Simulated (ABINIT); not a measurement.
MnO: single point with PBE

The system is MnO.

```
Mn O
1.0
     0.00000    2.22391    2.22391
     2.22391    0.00000    2.22391
     2.22391    2.22391    0.00000
Mn O
1 1
Direct
  0.00000 0.00000 0.00000
  0.50000 0.50000 0.50000
```

The cell is a database's computed one.

* Program: ABINIT 10.8.3 (patched build)
* Task: single point
* Functional: PBE
* Potentials or basis: JTH PAW PBE v2.0
* Cutoff: 707 eV
* k mesh: 6 × 6 × 6
* Occupations: fermi-dirac, width 0.05 eV
* Spin: collinear spin, ferromagnetic start
* Starting moments: [5.0, 0.0] μB
* Fine-grid cutoff: 1306.15 eV

```yaml
Pressure: -1.4 GPa
Band_gap_on_the_k_mesh: none (metal or under the smearing width)
Net_moment: 4.72 μB per cell
Site_moments: Mn +4.19; O +0.19 μB
Valence_electrons_inside_the_program's_atomic_spheres: Mn 13.03; O 4.51
```

Levels at points of the mesh, in eV from the Fermi level:
Spin up:
```csv
k point,band 10,band 11,band 12,band 13,band 14,band 15,band 16
"(0.00, 0.00, 0.00)",-3.19,-3.19,-2.67,-2.67,-0.55,14.02,16.21
"(0.50, 0.00, 0.00)",-2.30,-1.87,0.21,0.21,3.46,7.70,11.84
"(0.50, 0.50, 0.00)",-2.24,-2.02,-2.02,-1.90,4.98,7.79,10.37
```
Spin down:
```tsv
k point	band 5	band 6	band 7	band 8	band 9	band 10	band 11	band 12
(0.00, 0.00, 0.00)	-19.87	-3.40	-3.40	-3.40	0.73	0.73	0.73	0.74
(0.50, 0.00, 0.00)	-18.92	-7.40	-4.88	-4.88	1.91	1.96	1.96	3.63
(0.50, 0.50, 0.00)	-18.95	-6.45	-4.37	-4.37	-0.85	1.95	2.14	2.40
```

Wall time 36 s on 1 thread of Arm Neoverse V1 (shared host), peak memory 0.12 GiB.

Caveat: the k mesh is coarse (spacing up to 0.41 Å⁻¹), so the values aren't converged; a cell with one magnetic atom can't hold antiferromagnetic order, which such compounds often take; semilocal functionals often make such compounds metallic where correlation or magnetic order opens a gap, which also shifts bond lengths. With open d or f shells a metallic result of PBE can be an artefact of self-interaction; +U or a hybrid may open a gap.
